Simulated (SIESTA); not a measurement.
## Mo under changes of volume

One of the cells (15.892 Å³/atom); the others are scaled copies at fixed shape and fractional positions:

```xyz
1
Lattice="-1.5838 1.5838 1.5838 1.5838 -1.5838 1.5838 1.5838 1.5838 -1.5838" Properties=species:S:1:pos:R:3 pbc="T T T"
Mo    0.0000    0.0000    0.0000
```

| Item | Value |
| --- | --- |
| Program | SIESTA 5.4.2 |
| Functional | PBEsol |
| Potentials or basis | PseudoDojo 0.4 standard (PBEsol files) |
| Basis | DZP (energy shift 0.003 Ry; two zetas on semicore shells) |
| Grid cutoff | 800 Ry |
| Energy shift | 0.003 Ry |
| k mesh | 12 × 12 × 12 |
| Occupations | fermi-dirac, width 0.05 eV |
| Spin | no spin polarisation |

```csv
volume (Å³/atom),energy over the lowest point (meV/atom),pressure (GPa)
14.938,19.66,11.6
15.256,?,?
15.574,0.00,-1.1
15.892,7.84,-6.6
16.209,25.99,-11.5
16.527,53.26,-15.9
16.845,88.74,-19.7
```

Question: What does the run at 15.256 Å³/atom give?

Answer: Energy over the lowest point 3.57 meV/atom; pressure 4.9 GPa.

Worked out: A Birch-Murnaghan fit of order 3 (a polynomial in V^(-2/3)) to the other rows has its minimum at 15.51 Å³/atom with B0 = V·E''(V) = 287 GPa and B' = 4.4. It gives 3.45 meV/atom at 15.256 Å³/atom, against the run's 3.57, and -dE/dV = 4.8 GPa, against 4.9.

Energies are extrapolated to zero smearing.

Caveats: the basis of atomic orbitals isn't converged, which shifts pressures, moduli and gaps.
